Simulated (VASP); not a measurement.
# A VASP 6.6.1 single-point calculation on SiC

INCAR

```
EDIFF = 0.0001
SIGMA = 0.02
LREAL = .FALSE.
LCHARG = .FALSE.
LWAVE = .FALSE.
ENCUT = 520
NBANDS = 16
LASPH = .TRUE.
NSW = 0
ISIF = 2
PREC = Accurate
ISMEAR = -1
GGA = PE
NELM = 120
IBRION = -1
```

KPOINTS

```
KPOINTS created by Atomic Simulation Environment
0
Gamma
12 12 6
0 0 0
```

POSCAR

```
Si C
 1.0000000000000000
     3.1580835113739250    0.0000000000000000    0.0000000000000000
    -1.5790417556869625    2.7349805481225813    0.0000000000000000
     0.0000000000000000    0.0000000000000000    5.0268932654000000
 Si  C
   2   2
Cartesian
 -0.0000000000000000  1.8233203654150540  2.5048894552885170
  1.5790417556869623  0.9116601827075270  5.0183360879885166
 -0.0000000000000000  1.8233203654150540  4.4070887846364810
  1.5790417556869623  0.9116601827075270  1.8936421519364817
```

The recommended PBE PAW datasets give the neutral cell 16 valence electrons.

Command

```
mpirun -np 1 vasp_std
```

Task: How does this run end, and what does it give?

Result: It converged. Results: gap between bands v and c on the k mesh 2.40 eV; least direct gap on the k mesh 3.62 eV; pressure -6.6 GPa; largest force 0.04 eV/Å. Band v is the last that the valence electrons fill when counted band by band, and c is the next.

OSZICAR

```
N       E                     dE             d eps       ncg     rms          rms(c)
DAV:   1     0.253848613152E+02    0.25385E+02   -0.70411E+03  2432   0.889E+02
DAV:   2    -0.308578625328E+02   -0.56243E+02   -0.51688E+02  3416   0.158E+02
DAV:   3    -0.334962479134E+02   -0.26384E+01   -0.26272E+01  3192   0.312E+01
DAV:   4    -0.335173302819E+02   -0.21082E-01   -0.21080E-01  2984   0.339E+00
DAV:   5    -0.335175455640E+02   -0.21528E-03   -0.21528E-03  3184   0.326E-01    0.118E+01
DAV:   6    -0.301025183956E+02    0.34150E+01   -0.62843E+00  3072   0.152E+01    0.524E+00
DAV:   7    -0.300578310142E+02    0.44687E-01   -0.10108E+00  3456   0.582E+00    0.239E+00
DAV:   8    -0.300421255829E+02    0.15705E-01   -0.43242E-02  2728   0.136E+00    0.592E-01
DAV:   9    -0.300407039786E+02    0.14216E-02   -0.73836E-03  3144   0.575E-01    0.127E-01
DAV:  10    -0.300410629735E+02   -0.35899E-03   -0.11231E-03  3024   0.191E-01    0.589E-02
DAV:  11    -0.300410922873E+02   -0.29314E-04   -0.10295E-04  2104   0.745E-02
   1 F= -.30041092E+02 E0= -.30041092E+02  d E =-.410527E-11
```

For comparison, a separate PBE run of the intended cell, on usual settings and not on those above, gives a gap of 2.40 eV on its mesh and a pressure of -6.6 GPa.
